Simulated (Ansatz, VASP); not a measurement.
**SiGe in VASP and in Ansatz**

```
Ge Si
1.0
     3.87825    0.00000    0.00000
    -1.93912    3.35866    0.00000
     0.00000    0.00000    6.40749
Ge Si
2 2
Direct
  0.33333 0.66667 0.00039
  0.66667 0.33333 0.50039
  0.33333 0.66667 0.37461
  0.66667 0.33333 0.87461
```

Change from the starting cell: volume scaled by 0.98.

Alike in both runs: task single point; functional PBEsol; k mesh 8 × 8 × 4; occupations fermi-dirac, width 0.05 eV; no spin polarisation.

```csv
,VASP,Ansatz
version,VASP 6.6.1,Ansatz 0.2.0
potentials or method,"VASP PAW PBE potentials, release 64 (Ge_d, Si)",Ansatz PAW
plane-wave cutoff (eV),520,420
valence electrons in the cell,36,36
```

VASP gave:

| Item | Value |
| --- | --- |
| gap on the k mesh at the Fermi level (eV) | 0.32 |
| least direct gap on the mesh (eV) | 0.46 |
| pressure (GPa) | 1.4 |
| largest component of the traceless stress (GPa) | 0.12 |
| rms of the force components (eV/Å) | 0.011 |

Task: Estimate Ansatz's values.

Result: gap on the k mesh at the Fermi level (eV): 0.32; least direct gap on the mesh (eV): 0.45; pressure (GPa): 1.4; largest component of the traceless stress (GPa): 0.11; rms of the force components (eV/Å): 0.011.

Atom by atom the forces differ by 0.000 eV/Å (rms over components).

Caveats: the PAW data sets were made with another functional, which shifts forces and pressure a little (VASP); the PAW data sets come from PBE, with cores solved anew for the run's functional, which leaves a small shift of forces and pressure (Ansatz). A k mesh can miss the band edges.
